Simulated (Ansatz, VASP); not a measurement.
## LiF in VASP and in Ansatz

```
CELL_PARAMETERS angstrom
5.56764 0.00000 0.00000
0.00000 5.56764 0.00000
0.00000 0.00000 2.90184
ATOMIC_POSITIONS crystal
Li 0.66377 0.33623 0.25000
Li 0.33623 0.66377 0.75000
Li 0.16377 0.16377 0.00000
Li 0.83623 0.83623 0.50000
F 0.83191 0.16809 0.75000
F 0.16809 0.83191 0.25000
F 0.33191 0.33191 0.50000
F 0.66809 0.66809 0.00000
```

Alike in both runs: functional PBE; k mesh 4 × 4 × 8; occupations gaussian, width 0.02 eV; no spin polarisation.

Ansatz relaxed the structure, and its values are those at the end. VASP's run is a single point on that final structure, the one shown.

```csv
,VASP,Ansatz
version,VASP 6.6.1,Ansatz 0.2.0
potentials or method,"VASP PAW PBE potentials, release 64 (Li_sv, F)","scalar-relativistic, plane waves, PAW"
plane-wave cutoff (eV),520,420
valence electrons in the cell,40,40
```

|  | VASP | Ansatz | Ansatz less VASP |
| --- | --- | --- | --- |
| gap on the k mesh at the Fermi level (eV) | 6.91 | 6.92 | +0.008 |
| least direct gap on the mesh (eV) | 6.93 | 6.93 | +0.008 |
| rms of the force components (eV/Å) | 0.004 | 0.004 | +0.0009 |

 A k mesh can miss the band edges. PBE gaps usually lie below the measured ones, often by a third to a half.
